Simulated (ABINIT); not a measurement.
BAs:

```
As B
1.0
     0.00000    2.38850    2.38850
     2.38850    0.00000    2.38850
     2.38850    2.38850    0.00000
As B
1 1
Direct
  0.75000 0.75000 0.75000
  0.00000 0.00000 0.00000
```

Program: ABINIT 10.8.3 (patched build). Alike in all runs: no spin polarisation; cell as given; smearing fermi-dirac 0.05 eV. Hardware: 1 thread of Arm Neoverse V2, with other jobs on the host.

**Question.** Order these runs on this cell by their wall time, lowest first.
A. task band structure; level PBE; potentials or basis Ansatz NC PBE; k mesh 10 × 10 × 10; cutoff (eV) 1143; mesh quality not flagged
B. task band structure; level OLYP; potentials or basis JTH PAW PBE v2.0; k mesh 10 × 10 × 10; cutoff (eV) 408; fine-grid cutoff 816.342 eV; mesh quality not flagged
C. task single point; level PBE; potentials or basis JTH PAW PBE v2.0; k mesh 4 × 4 × 4; cutoff (eV) 408; fine-grid cutoff 816.342 eV; mesh quality coarse

**Answer.** C (3.7 s), B (21 s), A (130 s).

Caveats: some runs use coarse meshes.
